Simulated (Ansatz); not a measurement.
# Cr (Im-3m) in Ansatz: notebook

Runs on Cr. Level: PBEsol. Tasks: single point.

Program: Ansatz 0.2.0. These are calculated values, not measurements. Logs are shortened: lines on timing, memory, paths and dates and some standing lists are left out, and cuts for length are marked.

## Step 1: Starting point

The structure is cubic, space group Im-3m (No. 229). Conventional cell: a = 2.969 Å, b = 2.969 Å, c = 2.969 Å, α = 90.00°, β = 90.00°, γ = 90.00°. Around Cr (site symmetry m-3m) lie 8 Cr at 2.57 Å.

## Step 2: Single point, PBEsol, collinear spin, random start

File input.yaml:

```yaml
crystal:
  lattice:
    - [-1.4844496776, 1.4844496776, 1.4844496776]
    - [1.4844496776, -1.4844496776, 1.4844496776]
    - [1.4844496776, 1.4844496776, -1.4844496776]
  atoms:
    - { symbol: Cr, position: [0.0, 0.0, 0.0], spin: -1.14 }
hamiltonian:
  xc: pbesol
  pseudopotentials: { kind: paw }
magnetization:
  spin_polarized: true
kpoints:
  mp_grid: { grid: [12, 12, 12] }
scf:
  occupations: { method: fermi_dirac, width: 0.05 }
output:
  forces: true
  stress: true
  eigenvalues: true
```

Potentials or basis: Ansatz PAW.

Started as:

```sh
$ ansatz run input.yaml --threads 2 --pin off --max-ram 5632MiB --backend cpu --events-out ev --progress --plain --runs-dir out
```

Standard output:

```text
Warning: RAYON_NUM_THREADS=2 ignored (pool sized by the plan → 2); use --threads N
Engine: ansatz 0.2.0, aarch64-unknown-linux-gnu
Pseudopotentials: kind: paw
Pseudopotential: Cr, paw, valence charge 14, recommended cutoff 420 eV (normal), Cr.paw.azcp
Functional definition: PBEsol
  exchange = pbesol_x
  correlation = pbesol_c
Crystal: 1 atoms, lattice volume = 13.084 Å³
Basis set: ecut = 420 eV, 249 PW (Γ), exchange–correlation on 36×36×36 points (8 copies of the dense FFT grid, shifted against one another)
Bands: 12, of which v1, the nominal top of the filled ones, is band 7 counted from 1 (6 counted from 0)
Symmetry: 48 space group operations
Space group: Im-3m (ITA 229), of the structure as read, at distance tolerance 2.4e-5 Å
Magnetic group: BNS 229.140 (UNI 1642), of the structure as read, at distance tolerance 2.4e-5 Å
k-points: 72 of 1728
Non-local potential: Cr, projectors of the file, l = 0: 3, l = 1: 2, l = 2: 3, l = 3: 1
PAW form: soft (Blöchl's): semilocal exchange-correlation on the pseudo side does not see the compensation charge
PAW frozen core: Cr, regenerated for the run's functional, and the local potential with it (the file was generated under x = pbe(κ = 0.804, μ = 0.2195149727645171), c = pbe(β = 0.06672455060314922))
PAW one-centre angular grid: Cr, 590 points (default); XC on 64 Gauss nodes
Initial density: superposition of atomic densities (chi_scale 0.1, normalization cell)
Starting moments: Σ|m| = 1.14 μB on 1 of 1 site
Initial wavefunctions: pseudopotential atomic-orbital guess
Functional: x = pbesol(κ = 0.804, μ = 0.12345679012345678), c = pbesol(β = 0.046)
SCF iter   1: F=—  HF=-3351.408063 eV  |F-HF|=—  |Δ(HF+E_count)|=         —  Δρ=1.98e-1 (↑6.41e-2 ↓1.98e-1)  dr2=6.38e0  dr2_m=8.74e-1  M=-0.045 μB ∫|m|=0.048 μB  β_m=0.30  ethr=3.10e-3  ⟨swp⟩=3.7  Hψ=7952  notcnv=0
Mixer restart at iter 1: flushing history
preconditioner: auto → none  [metal: Δε(μ)=0.018 eV  Ē_g=9.225 eV  σ=0.050 eV  W_gap=0.09  n_scr=0 (ndim 8)  ℏωp=25.1 eV  f_vac=0.000  D(μ)=0.49/eV (n_scr^D=0)]
SCF iter   2: F=—  HF=-3349.137688 eV  |F-HF|=—  |Δ(HF+E_count)|=    2.27e0  Δρ=7.44e-2 (↑5.06e-2 ↓7.44e-2)  dr2=2.50e-1  dr2_m=4.07e-1  M=-0.068 μB ∫|m|=0.068 μB  β_m=0.35  ethr=3.10e-3  ⟨swp⟩=2.1  Hψ=4572  notcnv=0  defer=48
SCF iter   3: F=—  HF=-3349.006415 eV  |F-HF|=—  |Δ(HF+E_count)|=   1.31e-1  Δρ=3.67e-2 (↑3.67e-2 ↓3.61e-2)  dr2=2.65e-2  dr2_m=1.42e-1  M=-0.052 μB ∫|m|=0.052 μB  β_m=0.60  ethr=1.78e-3  ⟨swp⟩=2.0  Hψ=3008  notcnv=0  defer=37
SCF iter   4: F=—  HF=-3348.972777 eV  |F-HF|=—  |Δ(HF+E_count)|=   3.36e-2  Δρ=2.11e-3 (↑1.87e-3 ↓2.11e-3)  dr2=1.83e-4  dr2_m=3.83e-4  M=-0.008 μB ∫|m|=0.008 μB  β_m=0.80  ethr=1.89e-4  ⟨swp⟩=2.5  Hψ=3418  notcnv=0  defer=37
SCF iter   5: F=—  HF=-3348.972918 eV  |F-HF|=—  |Δ(HF+E_count)|=   1.40e-4  Δρ=8.84e-4 (↑7.92e-4 ↓8.84e-4)  dr2=2.87e-4  dr2_m=4.54e-6  M=-0.001 μB ∫|m|=0.002 μB  β_m=0.84  ethr=1.31e-6  ⟨swp⟩=2.0  Hψ=3108  notcnv=0  defer=37
SCF iter   6: F=—  HF=-3348.972870 eV  |F-HF|=—  |Δ(HF+E_count)|=   4.73e-5  Δρ=9.63e-5 (↑9.63e-5 ↓5.73e-5)  dr2=5.16e-7  dr2_m=5.47e-7  M=-0.000 μB ∫|m|=0.001 μB  β_m=0.92  ethr=1.31e-6  ⟨swp⟩=2.7  Hψ=2717  notcnv=0  defer=37
SCF iter   7: F=—  HF=-3348.972871 eV  |F-HF|=—  |Δ(HF+E_count)|=   7.69e-7  Δρ=2.67e-5 (↑2.67e-5 ↓2.03e-5)  dr2=1.50e-7  dr2_m=2.12e-8  M=-0.000 μB ∫|m|=0.000 μB  β_m=0.96  ethr=3.69e-9  ⟨swp⟩=2.1  Hψ=2622  notcnv=0  defer=37
SCF iter   8: F=—  HF=-3348.972871 eV  |F-HF|=—  |Δ(HF+E_count)|=   1.61e-8  Δρ=3.08e-6 (↑2.96e-6 ↓3.08e-6)  dr2=1.80e-9  dr2_m=4.90e-10  M=-0.000 μB ∫|m|=0.000 μB  β_m=0.98  ethr=1.07e-9  ⟨swp⟩=2.3  Hψ=2339  notcnv=0  defer=37
SCF iter   9: F=—  HF=-3348.972871 eV  |F-HF|=—  |Δ(HF+E_count)|=  7.66e-10  Δρ=2.54e-7 (↑2.54e-7 ↓2.13e-7)  dr2=6.95e-13  dr2_m=6.21e-12  M=-0.000 μB ∫|m|=0.000 μB  β_m=0.99  ethr=1.29e-11  ⟨swp⟩=2.6  Hψ=2669  notcnv=0  defer=37
SCF iter  10: F=-3348.972871 eV  HF=-3348.972871 eV  |F-HF|=9.09e-13  |Δ(HF+E_count)|=  1.18e-11  Δρ=4.26e-8 (↑1.64e-8 ↓4.26e-8)  dr2=1.06e-13  dr2_m=8.54e-14  M=-0.000 μB ∫|m|=0.000 μB  ethr=1.00e-12  ⟨swp⟩=1.9  Hψ=4528  notcnv=0
SCF 1 converged in 10 iterations: F = -3348.972871 eV  dr2 = 1.06e-13
the search or the solves at the SCF's close seem to have found levels that the self-consistency loop had missed (the run counts 1). By its estimate they hold under 1e-12 electrons; where the run keeps them, the occupations were computed again with them
WARN: the starting moments were not kept: the SCF closed with an absolute magnetisation of 2.6e-7 μB, where they sum to 1.14 μB in size (1 site). That is at most 0.1 of that sum. Measured as dr2_m measures the in/out step, that magnetisation stands 2.1e-14 eV from none, at or under the dr2_threshold of 1.0e-7 eV: it is no larger than a step whose dr2_m would equal this threshold. The system may hold no moment; this SCF shows only that its start led to no more than that. To try another start: raise the starting moments (crystal.atoms[].spin, magnetization.per_species, magnetization.initial_magnetization, or on a non-collinear deck that types none of these the spinor_matrix: blocks that start its atoms; where the total moment is fixed, keep their sum and leave initial_magnetization as it is; typed ones take the place of any that the run laid by itself, positive ones on a crystal's lanthanoids without a Hubbard term where scf.initial_density.shell_occupations: [] is typed) or, if the notice of its spin-set hold's release reads "site moments contracting" or "site moments show no strong build", lengthen the hold (scf.mixing.spin_hold: { on: { confirm: 4 } }; for m-r²SCAN on two components see the key's manual first). Each may lead to a state that holds a moment. A second SCF, from the converged charge density, with the starting moments and any scf.initial_density.shell_occupations laid on it anew, would have followed, and was not run: the deck does not ask for one (magnetization.retry_lost_moments is false, the default). To let it run, set magnetization.retry_lost_moments: true and run the deck again, where that key's refused combinations let it; where memory then withholds it, that run's warning says so.
SCF converged after 10 iterations
Magnetization: -0.0000 μB (7.0000 up, 7.0000 down)
Absolute magnetization: 0.0000 μB (∫|ρ↑−ρ↓|, with the PAW one-centre terms)
Spin contamination: 0.0000 ħ² per cell (⟨S²⟩ above its minimum at these occupations)
Per-site moments (μB) at R_I (Å): [(3.3824778030075654e-8, 1.0605961834390063)]
Free energy (F): -3348.972871 eV
Harris-Foulkes:  -3348.972871 eV  (|F-HF|=9.09e-13)
Internal energy: -3348.966565 eV  (E = F + TS)
E sigma→0 (E₀):  -3348.969718 eV
Entropy (-TS):   -0.006306 eV (-6.306 meV/atom)
Fermi energy:    16.593967 eV
--- Per-component energies (eV) ---
  E_band       = -180.795692
  E_kinetic    = 340.027159
  E_local      = -1282.790591  (includes V_loc(G=0)·N_el)
  E_nonlocal   = 79.107542
  E_hartree    = 548.325336
  E_xc         = -137.907496
  E_vxc        = -176.630835  (∫ρ·V_xc dr)
  E_paw        = -1166.103060  (= ΣΔE_a)
  E_vpaw       = -237.159921  (= ΣTr[D̂ρ^β])
  E_aug_tail   = 0.000299  (compensation charges beyond the density's cutoff)
  E_ewald      = -1729.785753
  E_core_change = 0.160000  (= ΣΔE_core)
  E_smearing   = -0.006306  (= −TS)
  E_closure    = -0.000000  (closes the sum)
  Σ components = -3348.972871   (vs F -3348.972871, Δ=0.00e0)
--- Forces (eV/Å), atoms counted from 1 ---
  atom   1  Cr    -0.00000000     0.00000000     0.00000000
  max |Σ_I F_I| component: 8.22e-32 eV/Å
--- Stress (GPa, compression-positive) ---
      -32.211344       0.000000       0.000000
       -0.000000     -32.211344      -0.000000
       -0.000000       0.000000     -32.211344
  P = ⅓ Tr σ = -32.2113 GPa (-322.113 kbar)
--- Band table (eV; the first three rows and the last of 144) ---
  k-point 0 ↑: bands = ["-54.9692", "-26.0335", "-26.0335", "-26.0335", "9.1902", "15.8859", "15.8859", "15.8859", "17.6112", "17.6112", "37.9229", "37.9229"]
  k-point 1 ↑: bands = ["-54.9607", "-26.0767", "-26.0472", "-26.0337", "9.4625", "15.7886", "15.8674", "16.0612", "17.5097", "17.6188", "37.0267", "37.7485"]
  k-point 2 ↑: bands = ["-54.9374", "-26.1938", "-26.0846", "-26.0341", "10.2341", "15.5308", "15.7593", "16.5602", "17.3455", "17.6467", "34.7993", "36.8839"]
  k-point 71 ↓: bands = ["-54.7501", "-26.4712", "-26.4712", "-26.4712", "12.9920", "12.9920", "18.7398", "18.7398", "18.7398", "26.1134", "26.1134", "26.1134"]
```

Run time: 1.4 s. Hardware: 2 threads of Arm Neoverse V2, shared host; peak memory 0.28 GiB.

What came out:

```yaml
Free_energy: -3348.9729 eV
Pressure: -32.2 GPa
Band_gap_on_the_k_mesh: none (metal or under the smearing width)
Net_moment: 0.00 μB per cell
Absolute_moment: 0.00 μB per cell
```

Caveat: a pressure of tens of GPa on the cell as given is suspect, and the run, the potentials or the cell itself is likely at fault; the PAW data sets come from PBE, with cores solved anew for the run's functional, which leaves a small shift of forces and pressure; the starting moments weren't kept.

## Step 3: Single point, PBEsol, collinear spin, ferromagnetic start

input.yaml: that of step 2 with these lines changed.

```diff
@@ -6,3 +6,3 @@
   atoms:
-    - { symbol: Cr, position: [0.0, 0.0, 0.0], spin: -1.14 }
+    - { symbol: Cr, position: [0.0, 0.0, 0.0], spin: 4.5 }
 hamiltonian:
```

Potentials or basis: Ansatz PAW.

Started as:

```sh
$ ansatz run input.yaml --threads 2 --pin off --max-ram 5632MiB --backend cpu --events-out ev --progress --plain --runs-dir out
```

Standard output:

```text
Warning: RAYON_NUM_THREADS=2 ignored (pool sized by the plan → 2); use --threads N
Engine: ansatz 0.2.0, aarch64-unknown-linux-gnu
Pseudopotentials: kind: paw
Pseudopotential: Cr, paw, valence charge 14, recommended cutoff 420 eV (normal), Cr.paw.azcp
Functional definition: PBEsol
  exchange = pbesol_x
  correlation = pbesol_c
Crystal: 1 atoms, lattice volume = 13.084 Å³
Basis set: ecut = 420 eV, 249 PW (Γ), exchange–correlation on 36×36×36 points (8 copies of the dense FFT grid, shifted against one another)
Bands: 14, of which v1, the nominal top of the filled ones, is band 7 counted from 1 (6 counted from 0)
Symmetry: 48 space group operations
Space group: Im-3m (ITA 229), of the structure as read, at distance tolerance 2.4e-5 Å
Magnetic group: BNS 229.140 (UNI 1642), of the structure as read, at distance tolerance 2.4e-5 Å
k-points: 72 of 1728
Non-local potential: Cr, projectors of the file, l = 0: 3, l = 1: 2, l = 2: 3, l = 3: 1
PAW form: soft (Blöchl's): semilocal exchange-correlation on the pseudo side does not see the compensation charge
PAW frozen core: Cr, regenerated for the run's functional, and the local potential with it (the file was generated under x = pbe(κ = 0.804, μ = 0.2195149727645171), c = pbe(β = 0.06672455060314922))
PAW one-centre angular grid: Cr, 590 points (default); XC on 64 Gauss nodes
Initial density: superposition of atomic densities (chi_scale 0.1, normalization cell)
Starting moments: Σ|m| = 4.5 μB on 1 of 1 site
Initial wavefunctions: pseudopotential atomic-orbital guess
Functional: x = pbesol(κ = 0.804, μ = 0.12345679012345678), c = pbesol(β = 0.046)
SCF iter   1: F=—  HF=-3353.173177 eV  |F-HF|=—  |Δ(HF+E_count)|=         —  Δρ=4.38e-1 (↑4.38e-1 ↓2.39e-1)  dr2=6.17e0  dr2_m=1.32e1  M=0.297 μB ∫|m|=0.299 μB  β_m=0.30  ethr=3.10e-3  ⟨swp⟩=4.0  Hψ=8681  notcnv=0
Mixer restart at iter 1: flushing history
preconditioner: auto → none  [metal: Δε(μ)=0.028 eV  Ē_g=12.991 eV  σ=0.050 eV  W_gap=0.14  n_scr=0 (ndim 8)  ℏωp=25.1 eV  f_vac=0.000  D(μ)=0.74/eV (n_scr^D=12)]
SCF iter   2: F=—  HF=-3349.944220 eV  |F-HF|=—  |Δ(HF+E_count)|=    3.23e0  Δρ=2.42e-1 (↑2.42e-1 ↓2.17e-1)  dr2=2.50e-1  dr2_m=6.26e0  M=0.302 μB ∫|m|=0.302 μB  β_m=0.49  ethr=3.10e-3  ⟨swp⟩=2.0  Hψ=4996  notcnv=0  defer=196
[... 10 lines left out ...]
WARN: the starting moments were not kept: the SCF closed with an absolute magnetisation of 9.1e-8 μB, where they sum to 4.5 μB in size (1 site). That is at most 0.1 of that sum. Measured as dr2_m measures the in/out step, that magnetisation stands 2.8e-15 eV from none, at or under the dr2_threshold of 1.0e-7 eV: it is no larger than a step whose dr2_m would equal this threshold. The system may hold no moment; this SCF shows only that its start led to no more than that. To try another start: raise the starting moments (crystal.atoms[].spin, magnetization.per_species, magnetization.initial_magnetization, or on a non-collinear deck that types none of these the spinor_matrix: blocks that start its atoms; where the total moment is fixed, keep their sum and leave initial_magnetization as it is; typed ones take the place of any that the run laid by itself, positive ones on a crystal's lanthanoids without a Hubbard term where scf.initial_density.shell_occupations: [] is typed) or, if the notice of its spin-set hold's release reads "site moments contracting" or "site moments show no strong build", lengthen the hold (scf.mixing.spin_hold: { on: { confirm: 4 } }; for m-r²SCAN on two components see the key's manual first). Each may lead to a state that holds a moment. A second SCF, from the converged charge density, with the starting moments and any scf.initial_density.shell_occupations laid on it anew, would have followed, and was not run: the deck does not ask for one (magnetization.retry_lost_moments is false, the default). To let it run, set magnetization.retry_lost_moments: true and run the deck again, where that key's refused combinations let it; where memory then withholds it, that run's warning says so.
SCF converged after 10 iterations
Magnetization: 0.0000 μB (7.0000 up, 7.0000 down)
Absolute magnetization: 0.0000 μB (∫|ρ↑−ρ↓|, with the PAW one-centre terms)
Spin contamination: 0.0000 ħ² per cell (⟨S²⟩ above its minimum at these occupations)
Per-site moments (μB) at R_I (Å): [(-2.1624274836673225e-8, 1.0605961834390063)]
Free energy (F): -3348.972871 eV
Harris-Foulkes:  -3348.972871 eV  (|F-HF|=1.36e-12)
Internal energy: -3348.966565 eV  (E = F + TS)
E sigma→0 (E₀):  -3348.969718 eV
Entropy (-TS):   -0.006306 eV (-6.306 meV/atom)
Fermi energy:    16.593966 eV
--- Per-component energies (eV) ---
  E_band       = -180.795701
  E_kinetic    = 340.027161
  E_local      = -1282.790621  (includes V_loc(G=0)·N_el)
  E_nonlocal   = 79.107549
  E_hartree    = 548.325359
  E_xc         = -137.907494
  E_vxc        = -176.630833  (∫ρ·V_xc dr)
  E_paw        = -1166.103065  (= ΣΔE_a)
  E_vpaw       = -237.159924  (= ΣTr[D̂ρ^β])
  E_aug_tail   = 0.000299  (compensation charges beyond the density's cutoff)
  E_ewald      = -1729.785753
  E_core_change = 0.160000  (= ΣΔE_core)
  E_smearing   = -0.006306  (= −TS)
  E_closure    = -0.000000  (closes the sum)
  Σ components = -3348.972871   (vs F -3348.972871, Δ=0.00e0)
--- Forces (eV/Å), atoms counted from 1 ---
  atom   1  Cr    -0.00000000     0.00000000    -0.00000000
  max |Σ_I F_I| component: 1.05e-31 eV/Å
--- Stress (GPa, compression-positive) ---
      -32.211347      -0.000000      -0.000000
        0.000000     -32.211347       0.000000
       -0.000000       0.000000     -32.211347
  P = ⅓ Tr σ = -32.2113 GPa (-322.113 kbar)
--- Band table (eV; the first three rows and the last of 144) ---
  k-point 0 ↑: bands = ["-54.9692", "-26.0335", "-26.0335", "-26.0335", "9.1902", "15.8859", "15.8859", "15.8859", "17.6112", "17.6112", "37.9229", "37.9229", "37.9229", "43.9882"]
  k-point 1 ↑: bands = ["-54.9607", "-26.0767", "-26.0472", "-26.0337", "9.4625", "15.7886", "15.8674", "16.0612", "17.5097", "17.6188", "37.0267", "37.7485", "38.0229", "43.2256"]
  k-point 2 ↑: bands = ["-54.9374", "-26.1938", "-26.0846", "-26.0341", "10.2341", "15.5308", "15.7593", "16.5602", "17.3455", "17.6467", "34.7993", "36.8839", "38.2638", "42.1397"]
  k-point 71 ↓: bands = ["-54.7501", "-26.4712", "-26.4712", "-26.4712", "12.9920", "12.9920", "18.7398", "18.7398", "18.7398", "26.1134", "26.1134", "26.1134", "32.2920", "32.2920"]
```

Wall time 1.3 s (2 threads of Arm Neoverse V2, shared host); peak memory 0.28 GiB.

Results:

| Quantity | Value |
| --- | --- |
| Free energy | -3348.9729 eV |
| Pressure | -32.2 GPa |
| Band gap on the k mesh | none (metal or under the smearing width) |
| Net moment | 0.00 μB per cell |
| Absolute moment | 0.00 μB per cell |

Caveat: the starting moments collapsed, and a magnetic state may lie lower; a pressure of tens of GPa on the cell as given is suspect, and the run, the potentials or the cell itself is likely at fault; the PAW data sets come from PBE, with cores solved anew for the run's functional, which leaves a small shift of forces and pressure; the starting moments weren't kept.

## Step 4: Single point, PBEsol, collinear spin, program default start

input.yaml: that of step 3 with these lines changed.

```diff
@@ -6,3 +6,3 @@
   atoms:
-    - { symbol: Cr, position: [0.0, 0.0, 0.0], spin: 4.5 }
+    - { symbol: Cr, position: [0.0, 0.0, 0.0] }
 hamiltonian:
@@ -12,6 +12,9 @@
   spin_polarized: true
+  initial_magnetization: 0.0
+  spin_locking: { lock_magnetization: hard }
 kpoints:
-  mp_grid: { grid: [12, 12, 12] }
+  mp_grid: { grid: [10, 10, 10] }
 scf:
   occupations: { method: fermi_dirac, width: 0.05 }
+  lower_state_search: "off"
 output:
```

Started as:

```sh
$ ansatz run input.yaml --threads 2 --pin off --max-ram 5632MiB --backend cpu --events-out ev --progress --plain --runs-dir out
```

Run time: 0.44 s. Hardware: 2 threads of Arm Neoverse V2, shared host; peak memory 0.24 GiB.

It converged, with:

| Quantity | Value |
| --- | --- |
| Free energy | -3348.9698 eV |
| Pressure | -31.8 GPa |
| Net moment | 0.00 μB per cell |
| Absolute moment | 0.00 μB per cell |

Caveat: a pressure of tens of GPa on the cell as given is suspect, and the run, the potentials or the cell itself is likely at fault; the total moment is fixed, so each spin has its own Fermi level; the PAW data sets come from PBE, with cores solved anew for the run's functional, which leaves a small shift of forces and pressure; the thresholds are loose for stress.
